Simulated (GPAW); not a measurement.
The system is HfO2.

```
Hf O
1.0
     0.00000    2.55750    2.55750
     2.55750    0.00000    2.55750
     2.55750    2.55750    0.00000
Hf O
1 2
Direct
  0.00000 0.00000 0.00000
  0.75000 0.75000 0.75000
  0.25000 0.25000 0.25000
```

Measurements of this composition are mostly on another form, of space group No. 14.

Base run:

```yaml
Program: GPAW 26.7.0
Functional: PBE
Potentials_or_basis: GPAW PAW data sets (gpaw-data 1.2.1)
Cutoff: 650 eV
Basis: pw
k_mesh: 7 × 7 × 7
Occupations: fermi-dirac, width 0.05 eV
Spin: no spin polarisation
```

Its results: band gap on the k mesh 3.89 eV, indirect (least direct gap 4.07 eV); pressure -5.3 GPa.

Problem. The run is repeated on the same cell with these changes: cutoff from 650 eV to 600 eV. What comes out?

Solution. Band gap on the k mesh 3.89 eV, indirect (least direct gap 4.07 eV); pressure -8.3 GPa.

Caveats: the cutoff is short for stress and forces, so pressures can be off by a GPa or more; spin-orbit coupling is left out, which moves the levels of the heavy elements; an odd mesh through Γ misses points on the zone boundary, where band edges often lie.
